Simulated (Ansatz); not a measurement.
Input of an Ansatz 0.2.0 run:

The input input.yaml:

```yaml
crystal:
  lattice:
    - [0.0, 2.3712425216, 2.3712425216]
    - [2.3712425216, 0.0, 2.3712425216]
    - [2.3712425216, 2.3712425216, 0.0]
  atoms:
    - { symbol: Sb, position: [0.0, 0.0, 0.0] }
hamiltonian:
  xc: { exchange: pbe, correlation: pbe, exx: { coeff: 0.05, omega: 0.2 } }
  pseudopotentials: { kind: paw }
kpoints:
  mp_grid: { grid: [5, 5, 5] }
scf:
  occupations: { method: fermi_dirac, width: 0.05 }
output:
  forces: true
  stress: true
  eigenvalues: true
  write_density: true
  write_potential: true
  elf: true
  volumetric_format: npy
```

Potentials or basis: Ansatz PAW.

Command:

```console
$ ansatz run input.yaml --threads 2 --pin off --max-ram 5632MiB --backend cpu --events-out ev --progress --plain --runs-dir out
```

**Question.** Predict the pressure.

**Answer.** 1.5 GPa.

**Question.** Predict the band gap on the k mesh.

**Answer.** None (metal or under the smearing width).

Caveat: the k mesh is coarse (spacing up to 0.46 Å⁻¹), so the values aren't converged, least of all with exact exchange; the PAW data sets come from PBE, with cores solved anew for the run's functional, which leaves a small shift of forces and pressure; the thresholds are loose for stress. Spin-orbit coupling is left out, which matters for the levels of Sb.
